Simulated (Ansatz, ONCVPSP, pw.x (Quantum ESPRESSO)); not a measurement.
**niobium: does the ONCV potential hold in the solid?**

Nb, optimised norm-conserving Vanderbilt (ONCV), made with ONCVPSP 4.0.1 (PBE, scalar-relativistic). Core [Ar] 3d10, reference 4s2 4p6 4d4 5s1. Waves: 4s+5s: rc 2.10 bohr, ncon 4, nbas 7, qcut 5.4 1/bohr, 2 projectors; 4p: rc 1.75 bohr, ncon 5, nbas 10, qcut 6.4 1/bohr, 2 projectors, debl 2.7 Ha; 4d: rc 1.75 bohr, ncon 3, nbas 7, qcut 6 1/bohr, 2 projectors, debl 0.3 Ha. Local part: polynomial inside 1.45 bohr (lpopt 5, dvloc0 0 Ha). Core correction: Teter function fitted to the true core (icmod 2), fcfact 0.3.

Atomic tests: cutoffs needed: 15 Ha and 21 Ha (the cutoffs (Ha) at which the residual kinetic energy of the hardest occupied pseudo-wave falls to 1 and 0.1 mHa per electron); ghost test: no bound ghost flagged; GHOST(+) flagged for d at 50.8 eV; configuration tests: 2 of 4 tests not solved or not reliable.

Crystal test: sc Nb in pw.x 7.5, no spin, 12³ k-points, Fermi–Dirac smearing 0.01 Ry, cutoffs 50/200 Ry. The reference is all-electron LAPW (Ansatz 0.2.0) with the same functional, mesh and smearing; V0 and B0 come from Birch–Murnaghan fits to the pressures at five volumes. Errors are pseudo minus all-electron; Δ is the rms difference of the E(V) curves that follow from these fits, minima aligned, over ±6 % about the mean V0. Mesh and smearing are coarse, so the numbers serve the comparison and aren't converged zero-temperature values; the lattice is a test structure that the element need not adopt.

| V (Å³/atom) | P all-electron (GPa) | P pseudo (GPa) |
| --- | --- | --- |
| 18.931 | 9.21 | 5.64 |
| 19.429 | 5.10 | 1.77 |
| 19.927 | 1.47 | -1.66 |
| 20.425 | -1.75 | -4.68 |
| 20.923 | -4.59 | -7.37 |

All-electron: a0 = 2.721 Å (V0 = 20.15 Å³/atom), B0 = 130.8 GPa.

Pseudopotential: mean pressure error (GPa): -3.14; a0 (Å): 2.700; a0 error (%): -0.78; B0 error (%): +3.3; Δ (meV/atom): 13.6. This is a poor potential for the solid. Atomic configuration tests: 2 of 4 tests not solved or not reliable.

Problem. At the middle volume, how do free energy and pressure move when the wave cutoff is lowered (ecutrho kept at four times it)?

Solution.

| cutoff (Ry) | shift of F (meV/atom) | shift of P (GPa) |
| --- | --- | --- |
| 22 | +963.3 | -25.68 |
| 30 | +145.5 | -5.38 |
| 40 | +9.8 | -0.43 |

The run at the middle volume (84 k-points, 8 iterations) took about 5.4 s on one core of a shared host (Intel(R) Xeon(R) 6975P-C, 64 threads, 496 GiB, load 17).
